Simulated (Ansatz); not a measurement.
Starting cell, NaBr (rock salt):

```
CELL_PARAMETERS angstrom
      0.00000     5.94759     5.94759
      2.97379     2.97379     5.94759
      2.97379     2.97379     0.00000
ATOMIC_POSITIONS crystal
  Br 0.00000 0.00000 0.00000
  Br 0.50000 0.00000 0.00000
  Na 0.00000 0.50000 0.50000
  Na 0.50000 0.50000 0.50000
```

A phonon eigenvector at X = (0.5, 0.5, 0.0) is frozen into this cell: atom i moves by Q times the vector below, so Q is the largest atomic displacement, in Å. The cell is held. (q is in reciprocal vectors of the primitive cell; the cell shown is doubled to hold the pattern.)

```
atom      x      y       z
----  -----  -----  ------
Br1   0.000  0.000  -1.000
Br2   0.000  0.000   1.000
Na3   0.000  0.000  -0.832
Na4   0.000  0.000   0.832
```

Calculation: r2SCAN (plane waves to 500 eV, PAW, scalar-relativistic; Ansatz, a program for electronic structure). k mesh 10×10×10 (Γ-centred), Fermi-Dirac smearing 0.05 eV. Energies are smeared free energies. NaBr was relaxed with its symmetry unable to fall. ΔE is measured from the undisplaced structure.

| Q (Å) | ΔE (meV/cell) |
|---|---|
| -0.280 | 250.8 |
| -0.187 | 108.3 |
| -0.093 | 26.6 |
| 0.000 | 0.0 |
| 0.093 | 26.6 |
| 0.187 | 108.3 |
| 0.280 | 250.8 |

Which DFPT wavenumber at X = (0.5, 0.5, 0.0) belongs to this mode?
A) 93 cm⁻¹
B) 145 cm⁻¹
C) 58 cm⁻¹

A, 93 cm⁻¹. The curvature of the scan gives 93 cm⁻¹

(A displaced cell: forces are minus the slopes of the energy, force constants its curvatures, and phonons follow from these.)
